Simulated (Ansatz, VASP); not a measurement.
Given: the input of a run of VASP 6.6.1 on Cu.

Contents of INCAR:

```
ALGO = Normal
EDIFF = 1E-7
EDIFFG = -0.01
ENCUT = 680
GGA = PE
IBRION = 2
ISIF = 3
ISMEAR = -1
LASPH = True
LCHARG = False
LREAL = False
LWAVE = False
NELM = 60
NSW = 60
PREC = Accurate
SIGMA = 0.05
```

File KPOINTS:

```
k-points
0
Gamma
  13 13 13
```

POSCAR

```
Cu
1.0
    0.0000000000      1.8075000000      1.8075000000
    1.8075000000      0.0000000000      1.8075000000
    1.8075000000      1.8075000000      0.0000000000
Cu
1
Direct
    0.0000000000      0.0000000000      0.0000000000
```

Potentials or basis: VASP PAW PBE potentials, release 64 (Cu_sv_GW).

Run with:

```console
$ cat potpaw_PBE.64/Cu_sv_GW/POTCAR > POTCAR
$ mpirun -np 1 vasp_std > vasp.out
```

Task: Translate it to Ansatz 0.2.0. Potentials there: Ansatz PAW.

Result: As run (the cutoff follows the program's own potentials):

The input input.yaml:

```yaml
crystal:
  lattice:
    - [0.0, 1.8075, 1.8075]
    - [1.8075, 0.0, 1.8075]
    - [1.8075, 1.8075, 0.0]
  atoms:
    - { symbol: Cu, position: [0.0, 0.0, 0.0] }
hamiltonian:
  xc: pbe
  pseudopotentials: { kind: paw }
kpoints:
  mp_grid: { grid: [13, 13, 13] }
scf:
  occupations: { method: fermi_dirac, width: 0.05 }
output:
  forces: true
  stress: true
relax:
  f_tol: 0.01
  max_steps: 40
  cell: { stress_tol: 0.05 }
```

Potentials or basis: Ansatz PAW.

Launch:

```console
$ ansatz run input.yaml --threads 2 --pin off --max-ram 5632MiB --backend cpu --events-out ev --progress --plain --runs-dir out
```

Both were run:

|  | VASP | Ansatz | Ansatz less VASP |
| --- | --- | --- | --- |
| relaxed volume (Å³/atom) | 11.55 | 11.95 | +0.394 |
| relaxed cell length with the largest relative difference (Å) | 2.537 | 2.566 | +0.0285 |
| energy change over the relaxation (meV/atom) | -3 | -1 | +2.2 |

Caveats: the plane-wave basis is chosen anew once the cell has moved, so the energies of steps on either side of that aren't comparable (Ansatz).
